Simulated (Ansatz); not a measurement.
# A series in volume scale on Nb

Periodic Kohn-Sham DFT of a crystal at fixed atoms, scaled to volume_scale times the given cell; pressure positive in compression, energy less spherical unpolarised free atoms, largest_vzz the field gradient of largest size among the nuclei. The results are calculated, by Ansatz 0.2.0.

The cell before it is scaled or strained (space group Fm-3m, No. 225):
```
cell vectors (Å)
   0.0000     2.1150     2.1150
   2.1150     0.0000     2.1150
   2.1150     2.1150     0.0000
atoms (fractions of the cell vectors)
Nb  0.00000  0.00000  0.00000
```

Settings of every row: method frozen-core PAW; functional PBEsol; relativity scalar; k mesh 13x13x13; filling fermi-dirac; smearing width 0.08 eV; wave cutoff 420 eV; paw set soft_2.

Atom start moment: 0 on all atoms.

Limits: PAW files made with PBE.

| row | volume scale | V (Å³/atom) | pressure (GPa) |
| --- | --- | --- | --- |
| 1 | 0.94 | 17.786 | 3.864 |
| 2 | 0.95 | 17.976 | 1.901 |
| 3 | 0.96 | 18.165 | 0.028 |
| 4 | 0.98 | 18.543 | -3.461 |
| 5 | 0.99 | 18.733 | -5.085 |
| 6 | 1 | 18.922 | -6.632 |
| 7 | 1.01 | 19.111 | ? |
| 8 | 1.02 | 19.3 | -9.51 |
| 9 | 1.04 | 19.679 | -12.119 |
| 10 | 1.05 | 19.868 | -13.329 |
| 11 | 1.06 | 20.057 | -14.482 |

Question: what pressure should row 7 give?

Worked fit of pressure. Take u = (V_r/V)^(2/3) − 1 with V_r = 18.828 Å³ an atom, which is twice the finite (Eulerian) strain; such expansions in the strain, on which the Birch-Murnaghan equation of state is built, carry the rest volume and the bulk modulus. The shown rows have u = 0.03869, 0.03135, 0.02419, 0.01022, 0.00338, -0.00331, -0.01637, -0.02904, -0.03521, -0.04128. Least squares give pressure = −5.8735 + 230.845 × u + 541.16 × u² GPa; a straight line predicts inner rows, each left out in turn, worse (root mean square 0.31 against 0.0037 GPa). The rows lie off it by -0.004, 0.006, 0.001, -0.003, 0.002, 0.000, -0.003, 0.002, 0.002, -0.001 (root mean square 0.0029 GPa). The pressure vanishes at u = 0.0241, or V = 18.17 Å³ an atom, and there the bulk modulus at fixed shape and fractions is B = −V dP/dV = (2/3)(1 + u) dP/du = 175 GPa. The withheld row has u = -0.0099, so the fit gives −5.8735 + 230.845 × (-0.0099) + 541.16 × (-0.0099)² = -8.106 GPa.

The calculation gave -8.106 GPa. The fit meets it to the printed digit.
